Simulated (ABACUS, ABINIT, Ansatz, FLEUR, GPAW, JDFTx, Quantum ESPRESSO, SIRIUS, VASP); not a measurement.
CoO: 10 runs at one level of theory

```
Co O
1.0
    -1.50800    1.50800    2.10725
     1.50800   -1.50800    2.10725
     1.50800    1.50800   -2.10725
Co O
1 1
Direct
  0.00000 0.00000 0.00000
  0.50000 0.50000 0.00000
```

Alike in all runs: task single point; functional PBE; k mesh 12 × 12 × 12; occupations fermi-dirac, width 0.05 eV; collinear spin, ferromagnetic start; no spin-orbit coupling. Pressure is positive in compression and, in plane waves, holds the error of the finite cutoff.

```csv
program and potentials,plane-wave cutoff (eV),notes,band gap (eV),pressure (GPa),net moment per atom (μB)
"Ansatz, all-electron LAPW, scalar-relativistic",-,-,no gap,-0.04,1.46
"ABINIT, JTH PAW PBE v2.0",707,11.5 valence electrons an atom on average,no gap,-0.42,1.46
"SIRIUS, all-electron FP-LAPW, apw+lo standard",-,-,no gap,-,1.44
"GPAW, GPAW PAW data sets (gpaw-data 1.2.1)",800,7.5 valence electrons an atom on average,no gap,0.61,1.46
"VASP, PBE PAW files Co, O, 520 eV",520,7.5 valence electrons an atom on average,no gap,-0.55,1.44
"JDFTx, PseudoDojo-SR-PBE-0.5-standard",1306,11.5 valence electrons an atom on average,no gap,-0.07,1.49
"SIRIUS, PseudoDojo 0.4.1 PBE standard (scalar relativistic)",1307,11.5 valence electrons an atom on average,no gap,-0.06,1.49
"ABACUS, PseudoDojo NC SR 0.4.1 PBE standard, plane waves",1320,11.5 valence electrons an atom on average,no gap,-0.05,1.49
"Quantum ESPRESSO, SSSP 1.3 efficiency PBE",748,11.5 valence electrons an atom on average,no gap,0.02,1.49
"FLEUR, all-electron, FLAPW",-,-,no gap,-,1.46
```

None finds a gap. The pressure spans -0.55 (VASP, PBE PAW files Co, O, 520 eV) to 0.61 GPa (GPAW, GPAW PAW data sets (gpaw-data 1.2.1)), with all-electron results at -0.04. The net moment per atom spans 1.44 (SIRIUS, all-electron FP-LAPW, apw+lo standard) to 1.49 μB (JDFTx, PseudoDojo-SR-PBE-0.5-standard), with all-electron results at 1.44 to 1.46. The state is the one that the start led to, which needn't be the lowest.

Differences between rows come from potentials, basis sets and numerical settings, since the functional is the same but for its coding. Runs on potential files found faulty are left out.

All ten runs give a ferromagnetic metal, whereas CoO is well known as an antiferromagnetic insulator. The moment of 1.44 to 1.49 μB is averaged over both atoms, so each formula unit carries twice that, close to the spin-only value of high-spin Co(II). Local exchange splitting is therefore captured, and the failure lies in the orbital part. High-spin Co(II) leaves the minority-spin t2g shell partly filled, and the slight tetragonal compression of the rocksalt cell should leave its degenerate xz/yz pair half occupied. A semilocal functional has too little orbital dependence to split such a pair through on-site repulsion, so the bands probably stay partly filled at the Fermi level. The imposed parallel spin order also broadens them. The higher moments, all from pseudopotential runs, suggest a small effect of the core treatment on the spin polarisation, not different physics. The small pressures place the volume near equilibrium for this metallic state, but do not show that the tetragonal shape is free of stress.
